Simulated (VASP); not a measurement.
The system is B.

```
B
1.0
     2.45400    1.41682    4.18853
    -2.45400    1.41682    4.18853
     0.00000   -2.83364    4.18853
B
12
Cartesian
  -1.5875 0.9165 2.8402
  0.0000 -1.8331 2.8402
  1.5875 0.9165 2.8402
  1.5875 -0.9165 9.7254
  0.0000 1.8331 9.7254
  -1.5875 -0.9165 9.7254
  -1.0103 0.5833 4.4964
  0.0000 -1.1666 4.4964
  1.0103 0.5833 4.4964
  1.0103 -0.5833 8.0692
  0.0000 1.1666 8.0692
  -1.0103 -0.5833 8.0692
```

| Item | Value |
| --- | --- |
| Program | VASP 6.6.1 |
| Task | relaxation of cell and atoms |
| Functional | PBE |
| Potentials or basis | VASP PAW PBE potentials, release 64 (B) |
| Cutoff | 600 eV |
| k mesh | 6 × 6 × 6 |
| Occupations | gaussian, width 0.05 eV |
| Spin | no spin polarisation |

At the start: pressure -0.3 GPa; volume 7.28 Å³/atom.

Problem. Where does the relaxation end?

Solution. Over 5 steps the energy falls by 4.1 meV/atom and the volume is 7.24 Å³/atom (-0.5 %); space group R-3m (No. 166, to 0.05 Å).

The path:
```csv
step,energy change (eV),largest force (eV/Å),pressure (GPa),volume (Å³)
1,0.0000,0.8627,-0.26,87.38
2,0.0591,1.4296,-1.31,87.23
3,-0.0469,0.0783,-0.93,87.32
4,-0.0491,0.0473,0.25,86.84
5,-0.0492,0.0282,0.01,86.94
```

Final structure:
```
B
1.0
     2.44987    1.41443    4.18158
    -2.44987    1.41443    4.18158
     0.00000   -2.82886    4.18158
B
12
Direct
  0.01015 0.65409 0.01015
  0.01015 0.01015 0.65409
  0.65409 0.01015 0.01015
  0.98985 0.34591 0.98985
  0.98985 0.98985 0.34591
  0.34591 0.98985 0.98985
  0.22102 0.63085 0.22102
  0.22102 0.22102 0.63085
  0.63085 0.22102 0.22102
  0.77898 0.36915 0.77898
  0.77898 0.77898 0.36915
  0.36915 0.77898 0.77898
```
